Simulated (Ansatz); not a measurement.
All-electron LAPW in Ansatz 0.2.0 under PBE, scalar-relativistic, energies extrapolated to zero smearing. Slabs are 1×1 cells cut from bulk crystals relaxed on PAW files, with atoms then relaxed, 16 to 20 Å of vacuum, a dipole correction, k spacings of 0.16 to 0.26 Å⁻¹ and smearing of 0.02 to 0.1 eV, without spin–orbit coupling or spin polarisation. The bulk type named needn't be the stable one, and no reconstruction is allowed.

Question: Order these slabs by surface energy, lowest first.
A. fcc Ca (111), 5 layers
B. bcc Mo (111), 6 layers
C. diamond Ge (100), 6 layers
D. hcp Y (10-10), 6 layers
E. fcc Pt (110), 6 layers
F. fcc Sb (110), 6 layers
G. hcp Ru (0001), 6 layers

Answer: F (0.02 J/m²), A (0.47 J/m²), D (0.98 J/m²), C (1.36 J/m²), E (1.94 J/m²), G (2.60 J/m²), B (3.09 J/m²).
